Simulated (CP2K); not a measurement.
Crystal: LiH.

```
Li H
1.0
     2.88040    0.00000    0.00000
     1.44020    2.49450    0.00000
     1.44020    0.83150    2.35184
Li H
1 1
Direct
  0.00000 0.00000 0.00000
  0.50000 0.50000 0.50000
```

Program: CP2K 2026.2. Alike in all runs: no spin polarisation; cell as given; k mesh 11 × 11 × 11.

Task: Order these runs on this cell by their band gap on the k mesh, lowest first.
A. level PBE; potentials or basis POTENTIAL_UZH Li GTH-PBE-q3, H GTH-PBE-q1; TZVP-MOLOPT-PBE-GTH basis; smearing fermi-dirac 0.0259 eV; EPS_DEFAULT 1.0E-9; NGRIDS 4; points a segment of the path (NPOINTS) 10; bands added on the path 4; CUTOFF of the grids 550 Ry
B. level r2SCAN; potentials or basis POTENTIAL_UZH Li GTH-SCAN-q3, H GTH-SCAN-q1; TZVP-MOLOPT-SCAN-GTH basis; smearing fermi-dirac 0.0259 eV; EPS_DEFAULT 1.0E-9; NGRIDS 5; points a segment of the path (NPOINTS) 6; bands added on the path 6; CUTOFF of the grids 800 Ry
C. level PBEsol; potentials or basis POTENTIAL_UZH Li GTH-PBE-q3, H GTH-PBE-q1; TZVP-MOLOPT-PBE-GTH basis; smearing fermi-dirac 0.05 eV; EPS_DEFAULT 1.0E-10; NGRIDS 5; CUTOFF of the grids 550 Ry
D. level TB-mBJ; potentials or basis POTENTIAL_UZH Li GTH-PBE-q3, H GTH-PBE-q1; TZVP-MOLOPT-PBE-GTH basis; smearing fermi-dirac 0.01 eV; EPS_DEFAULT 1.0E-10; NGRIDS 5; points a segment of the path (NPOINTS) 8; bands added on the path 6; CUTOFF of the grids 800 Ry
E. level LDA; potentials or basis GTH_POTENTIALS Li GTH-PADE-q3, H GTH-PADE-q1; TZVP-MOLOPT-PBE-GTH basis; smearing fermi-dirac 0.05 eV; EPS_DEFAULT 1.0E-9; NGRIDS 4; points a segment of the path (NPOINTS) 8; bands added on the path 4; CUTOFF of the grids 550 Ry

Result: E (3.02 eV), C (3.18 eV), A (3.39 eV), B (3.94 eV), D (4.15 eV).

Caveats: the basis of atomic orbitals isn't converged, which shifts pressures, moduli and gaps; the mesh misses the band edges, which the band path finds closer together (some runs); this is a model potential without an energy functional, so only levels have meaning (some runs); an odd mesh through Γ misses points on the zone boundary, where band edges often lie (some runs).

Not every run made on this cell is shown here.
